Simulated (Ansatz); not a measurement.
## ZnS: relaxation of cell and atoms with HSE06

ZnS:

```xyz
2
Lattice="0.0000 2.7020 2.7020 2.7020 0.0000 2.7020 2.7020 2.7020 0.0000" Properties=species:S:1:pos:R:3 pbc="T T T"
Zn    4.0530    4.0530    4.0530
S     0.0000    0.0000    0.0000
```

```
Program             : Ansatz 0.2.0
Task                : relaxation of cell and atoms
Functional          : HSE06
Potentials or basis : Ansatz PAW
Cutoff              : 420 eV (not typed: the program's choice for these potentials)
k mesh              : 5 × 5 × 5
Occupations         : fermi-dirac, width 0.05 eV
Spin                : no spin polarisation
```

| Quantity | Value |
| --- | --- |
| Relaxed volume | 19.98 Å³/atom |
| Relaxed cell | a = 3.837 Å, b = 3.837 Å, c = 3.837 Å, α = 60.00°, β = 60.00°, γ = 60.00° |
| Space group after relaxing (to 0.05 Å) | F-43m (No. 216) |
| Energy gained by relaxing | 0.7 meV/atom |
| Ionic steps | 4 |
| Pressure after relaxing | 0.0 GPa |
| Band gap on the k mesh | 3.28 eV, direct |

The path:
```
step  energy change (eV)  largest force (eV/Å)  volume (Å³)
   1              0.0000                0.0000        39.45
   2             -0.0011                0.0000        39.75
   3             -0.0012                0.0000        39.95
   4             -0.0015                0.0000        39.95
```

Final structure:
```cif
data_structure
_symmetry_space_group_name_H-M 'P 1'
_symmetry_Int_Tables_number 1
_cell_length_a 3.8372
_cell_length_b 3.8372
_cell_length_c 3.8372
_cell_angle_alpha 60.000
_cell_angle_beta 60.000
_cell_angle_gamma 60.000
_cell_volume 39.95
loop_
_atom_site_label
_atom_site_type_symbol
_atom_site_fract_x
_atom_site_fract_y
_atom_site_fract_z
_atom_site_occupancy
Zn1 Zn 0.75000 0.75000 0.75000 1
S1 S 0.00000 0.00000 0.00000 1
```

Levels at points of the mesh, in eV from the valence-band top:
```tsv
k point	band 7	band 8	band 9	band 10	band 11
(0.00, 0.00, 0.00)	0.00	0.00	0.00	3.28	7.69
```

Wall time 51 s on 2 threads of Intel(R) Xeon(R) Processor @ 2.70GHz (shared host), peak memory 0.82 GiB.

Caveat: odd divisions of the mesh miss points on the zone boundary, where band edges often lie, so the gap on the mesh can be too wide; the plane-wave basis is chosen anew once the cell has moved, so the energies of steps on either side of that aren't comparable; the PAW data sets come from PBE, with cores solved anew for the run's functional, which leaves a small shift of forces and pressure. Zero-point motion and thermal expansion aren't in these numbers.
